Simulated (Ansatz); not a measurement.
# What DFT gives for TiPbO$_{3}$

```yaml
crystal:
  lattice:
    - [3.97554, 0.00000, 0.00000]
    - [0.00000, 3.97554, 0.00000]
    - [0.00000, 0.00000, 3.97554]
  atoms:
    - { symbol: Pb, position: [0.00000, 0.00000, 0.00000] }
    - { symbol: Ti, position: [0.50000, 0.50000, 0.50000] }
    - { symbol: O, position: [0.00000, 0.50000, 0.50000] }
    - { symbol: O, position: [0.50000, 0.00000, 0.50000] }
    - { symbol: O, position: [0.50000, 0.50000, 0.00000] }
```

The numbers come from plane-wave PAW DFT (Ansatz): r2SCAN, no spin polarisation, 500 eV, 7×7×7 Γ-centred k points, fermi-dirac occupations (width 0.1 eV). Nothing was relaxed.

Q: What do density and ELF say about some of the short contacts?

A: Ti–O at 1.99 Å: least valence density 0.65 e/Å³ and ELF 0.19 there. Pb–O at 2.81 Å: least valence density 0.16 e/Å³ and ELF 0.09 there, a closed-shell (ionic or weak) contact. These are pseudo-fields; inside the PAW spheres they differ from the all-electron ones.

Q: What is the band gap?

A: The gap is 1.95 eV, indirect (the least direct gap found is 1.96 eV). A semilocal functional usually gives too small a gap.

Q: What is the character of the valence top and the conduction bottom?

A: Within 0.7 eV of the edges, the states project mainly on O p (89 %) below the gap and on Ti d (91 %) above it.

Q: Give the Bader charges.

A: Bader charges in e: Ti +2.35, Pb +1.45, O -1.27. In the mean Ti gives up most and O takes most.

Q: Is it stable against the elements?

A: -2.51 eV an atom against the elements' usual phases (free molecules for gases, crystals otherwise, with no correction for O₂ or N₂), so it is bound against them; other compounds may still compete. Relaxing would lower it.

Q: What does the stress say?

A: The pressure is -5.5 GPa (compression positive), so with the atoms held at these fractions the cell would first shrink.

Origin: a database entry at a rescaled volume. Caveats: no spin-orbit coupling, which can shift this gap by tenths of an eV; the mesh misses a band edge that the path finds.
